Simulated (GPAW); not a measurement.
# InAs (F-43m) in GPAW: notebook, part 2 of 2

GPAW 26.7.0.

## Step 3: Hybrid scf, SCAN0 (volume scaled by 0.96)

Input file run.py:

```python
import numpy as np
from ase.dft.bandgap import bandgap
from ase.io import read, write
from gpaw import GPAW, PW
from gpaw.xc import parametrizedxc

class ScaledMGGA(parametrizedxc.ParametrizedKernel):
    """Weighted sum of Libxc meta-GGA parts, named like '0.75_MGGA_X_..+1.0_MGGA_C_..'."""
    def __init__(self, name):
        super().__init__(name)
        self.type = 'MGGA'

    def calculate(self, e_g, n_sg, dedn_sg, sigma_xg, dedsigma_xg, tau_sg, dedtau_sg):
        e_g[:] = dedsigma_xg[:] = dedtau_sg[:] = 0.0
        for kernel, c in zip(self.kernels, self.coefs):
            e, v, s, t = [np.zeros_like(x) for x in [e_g, dedn_sg, dedsigma_xg, dedtau_sg]]
            kernel.calculate(e, n_sg, v, sigma_xg, s, tau_sg, t)
            e_g += c * e
            dedn_sg += c * v
            dedsigma_xg += c * s
            dedtau_sg += c * t

parametrizedxc.ParametrizedKernel = ScaledMGGA

atoms = read('POSCAR')

calc = GPAW(mode=PW(400),
            xc={'name': '0.750_MGGA_X_SCAN+1.0_MGGA_C_SCAN', 'fraction': 0.25, 'omega': 0.0, 'backend': 'pw'},
            kpts={'size': (4, 4, 4), 'gamma': True},
            occupations={'name': 'fermi-dirac', 'width': 0.05},
            nbands=18,
            convergence={'density': 0.0001},
            maxiter=40,
            txt='gpaw.txt')
atoms.calc = calc
energy = atoms.get_potential_energy()
calc.write('gs.gpw')
write('result.traj', atoms)
print(f'Energy: {energy:.6f} eV')
print('Fermi level:', round(calc.get_fermi_level(), 4), 'eV')
print(f'Gap: {bandgap(calc)[0]:.4f} eV, direct: {bandgap(calc, direct=True)[0]:.4f} eV')
```

Input file POSCAR:

```
InAs
1.0
    0.0000000000      2.9772112161      2.9772112161
    2.9772112161      0.0000000000      2.9772112161
    2.9772112161      2.9772112161      0.0000000000
In As
1 1
Direct
    0.0000000000      0.0000000000      0.0000000000
    0.7500000000      0.7500000000      0.7500000000
```

Potentials or basis: GPAW PAW data sets (gpaw-data 1.2.1), pw.

The run is started by

```bash
$ OMP_NUM_THREADS=1 python run.py
```

gpaw.txt:

```text
__  _  _
 | _ |_)|_||  |
 |__||  | ||/\| - 26.7.0

Input parameters:
  mode=PW(ecut=400.0),
  convergence={'density': 0.0001},
  kpts=MonkhorstPack(size=(4, 4, 4), gamma=True),
  maxiter=40,
  nbands=18,
  occupations=Occupations(name='fermi-dirac', width=0.05),
  xc=XC(name='0.750_MGGA_X_SCAN+1.0_MGGA_C_SCAN', fraction=0.25, omega=0.0, backend='pw')

Diagonalizing LCAO Hamiltonian
Converting LCAO to pw mode

                     As

       In

Atoms  # Å, Bohr magnetons
|   | symbol |        x |        y |        z |    initial magnetic moments |
|---|--------|----------|----------|----------|-----------------------------|
| 0 |     In | 0.000000 | 0.000000 | 0.000000 | ( 0.0000,  0.0000,  0.0000) |
| 1 |     As | 4.465817 | 4.465817 | 4.465817 | ( 0.0000,  0.0000,  0.0000) |

Unit cell  # Å
| periodic |        x |        y |        z |  lengths |    angles |
|----------|----------|----------|----------|----------|-----------|
|      yes | 0.000000 | 2.977211 | 2.977211 | 4.210412 | 60.000000 |
|      yes | 2.977211 | 0.000000 | 2.977211 | 4.210412 | 60.000000 |
|      yes | 2.977211 | 2.977211 | 0.000000 | 4.210412 | 60.000000 |

Number of symmetries: 24
Symmetry operations  # r_c * U_cc + t_c -> r_c
|    | kind |            matrix            |
|----|------|------------------------------|
|  0 |  E   |  1, 0, 0,  0, 1, 0,  0, 0, 1 |
|  1 |  σ   |  1, 0, 0,  0, 0, 1,  0, 1, 0 |
|  2 |  σ   |  1, 0,-1,  0, 1,-1,  0, 0,-1 |
|  3 |  C3  |  1, 0,-1,  0, 0,-1,  0, 1,-1 |
|  4 |  C3  |  1,-1, 0,  0,-1, 1,  0,-1, 0 |
|  5 |  σ   |  1,-1, 0,  0,-1, 0,  0,-1, 1 |
|  6 |  σ   |  0, 1, 0,  1, 0, 0,  0, 0, 1 |
|  7 |  C3  |  0, 1, 0,  0, 0, 1,  1, 0, 0 |
|  8 |  C2  |  0, 1,-1,  1, 0,-1,  0, 0,-1 |
|  9 |  S4  |  0, 1,-1,  0, 0,-1,  1, 0,-1 |
| 10 |  C3  |  0, 0, 1,  1, 0, 0,  0, 1, 0 |
| 11 |  σ   |  0, 0, 1,  0, 1, 0,  1, 0, 0 |
| 12 |  S4  |  0, 0,-1,  1, 0,-1,  0, 1,-1 |
| 13 |  C3  |  0, 0,-1,  0, 1,-1,  1, 0,-1 |
| 14 |  S4  |  0,-1, 1,  1,-1, 0,  0,-1, 0 |
| 15 |  C2  |  0,-1, 1,  0,-1, 0,  1,-1, 0 |
| 16 |  C3  |  0,-1, 0,  1,-1, 0,  0,-1, 1 |
| 17 |  S4  |  0,-1, 0,  0,-1, 1,  1,-1, 0 |
| 18 |  S4  | -1, 1, 0, -1, 0, 1, -1, 0, 0 |
| 19 |  C3  | -1, 1, 0, -1, 0, 0, -1, 0, 1 |
| 20 |  C3  | -1, 0, 1, -1, 1, 0, -1, 0, 0 |
| 21 |  S4  | -1, 0, 1, -1, 0, 0, -1, 1, 0 |
| 22 |  σ   | -1, 0, 0, -1, 1, 0, -1, 0, 1 |
| 23 |  C2  | -1, 0, 0, -1, 0, 1, -1, 1, 0 |

BZ-sampling:
  Number of BZ points: 64
  Number of IBZ points: 8

  Monkhorst-Pack size: [4, 4, 4]
  Monkhorst-Pack shift: [0.125, 0.125, 0.125]
[... 64 lines left out ...]
      type: gauss
      rc: 0.33  # [Å]
      lmax: 2
    cutoffs:
      filter: 1.87  # [Å]
      core: 2.96  # [Å]
    projectors
    | kind |    occ | energy [eV] | rcut [Å] |
    |------|--------|-------------|----------|
    |   4s |  2.000 |     -14.487 |    1.058 |
    |   4p |  3.000 |      -5.196 |    1.058 |
    |    s |        |      12.725 |    1.058 |
    |    p |        |      22.016 |    1.058 |
    |    d |        |       0.000 |    1.058 |

    Using partial waves for As as LCAO basis

Reference energy: -221478.393260  # eV

eigensolver:
  PPCG
  Converge bands: occupied
  niter=2

density mixing:
  MSR1-Mixer
  Pratt-step length: 0.05
  Maximum mixing coefficient: 0.75
  Old densities: 10
  SVD Regularization: 0.005
  Good broyden scale: 1.0
  Trust region scale: 1.0
  Backstep threshold: 4.0
  History deletion threshold: 6.0
  Fourier metric: weight=20.0, sigma=0.015

occupation numbers:
  Fermi-Dirac:
    width: 0.0500  # eV

poisson solver:
  ecut: 3200.0  # eV

xc functional:
  name: 0.750_MGGA_X_SCAN+1.0_MGGA_C_SCAN with 2 nearest neighbor stencil

convergence criteria:
- Maximum integral of absolute [dens]ity change: 0.0001 electrons / valence electron
- Maximum [total energy] change in last 3 cyles: 0.0005 eV / valence electron
- Maximum integral of absolute [eigenst]ate change: 4e-08 eV^2 / valence electron
maximum number of iterations: 40

IBZ(<points: 8, symmetries: 24>)
Occupied bands: 10
SCF iterations
|iter     | |      energy | eigst |  dens |
|---------|-|-------------|-------|-------|
|iter:   1| |-1642.452854 | -0.37 |       |
|iter:   2| |  -41.775984 | -0.84 | -0.85 |
|iter:   3| |  -42.034539 | -2.10 | -1.11 |
|iter:   4| |  -41.926962 | -2.24 | -1.19 |
|iter:   5| |  -41.919502 | -2.23 | -1.37 |
|iter:   6| |  -41.927173c| -3.40 | -1.62 |
|iter:   7| |  -41.925535c| -3.01 | -1.78 |
|iter:   8| |  -41.926658c| -4.05 | -2.34 |
|iter:   9| |  -41.930909c| -3.38 | -2.55 |
|iter:  10| |  -41.926485c| -3.90 | -2.35 |
|iter:  11| |  -41.926698c| -4.89 | -2.94 |
|iter:  12| |  -41.926567c| -5.51 | -2.82 |
|iter:  13| |  -41.926530c| -5.71 | -3.20 |
|iter:  14| |  -41.926535c| -6.33 | -3.77 |
|iter:  15| |  -41.926533c| -7.22 | -3.97 |
|iter:  16| |  -41.926533c| -7.97c| -4.64c|

Converged in 16 steps
Energy contributions relative to reference atoms: (reference = -221478.393260)

Energy contributions:
  Kinetic:          36.763955
  Coulomb:         -32.513111
  Zero:              0.077621
  External:          0.000000
  Xc:             1585.880197
  Entropy:          -0.000000
  Spinorbit:         0.000000
  Hybrid_Xc_Cc:     -1539.709933
  Hybrid_Xc_Vc:       -44.958779
  Hybrid_Xc_Vv:       -47.466483
  ----------------------------
  Free energy:     -41.926533
  Extrapolated:    -41.926533

dipole moment: (-16.671818, -16.671818, -16.671818)  # |e|*Ang

Fermi level: 5.289
Eigenvalues  # (at kpt = [0.000, 0.000, 0.000])
| band index |      eig [eV] | occ [0-2] |
|------------|---------------|-----------|
|          0 |       -12.040 |     2.000 |
|          1 |       -12.040 |     2.000 |
|          2 |       -12.040 |     2.000 |
|          3 |       -11.863 |     2.000 |
|          4 |       -11.863 |     2.000 |
|          5 |        -9.267 |     2.000 |
[... 10 lines left out ...]
|         16 |        17.028 |     0.000 |
|         17 |        17.028 |     0.000 |

Gap: 1.591 eV
Transition (v -> c):
  (s=0, k=0, n=8, [0.00, 0.00, 0.00]) -> (s=0, k=0, n=9, [0.00, 0.00, 0.00])
No difference between direct/indirect transitions
# Writing to gs.gpw (mode='')
```

It took 29 min on 1 thread of Arm Neoverse V1, shared host; peak memory 0.42 GiB.

What came out:

* Free energy: -41.9265 eV
* Band gap on the k mesh: 1.59 eV, direct

Caveat: the k mesh is coarse (spacing up to 0.46 Å⁻¹), so the values aren't converged, least of all with exact exchange; exact exchange converges slowly with the k mesh, and this mesh is small; the scaled meta-GGA exchange is a class typed in the script; spin-orbit coupling is left out, which moves the levels of the heavy elements.

## Step 4: Against experiment

Step 2. A measured gap of InAs is 0.418 eV (direct; 4.2 K; a printed reference work, data compilation); the calculated 0.00 eV misses it by -0.42 eV. Spin-orbit coupling on As, In is left out. The value is that of RPBE+D3(BJ) on a finite k mesh, which can miss the band edges, without temperature or zero-point motion. Semilocal functionals fall short of measured gaps as a rule.
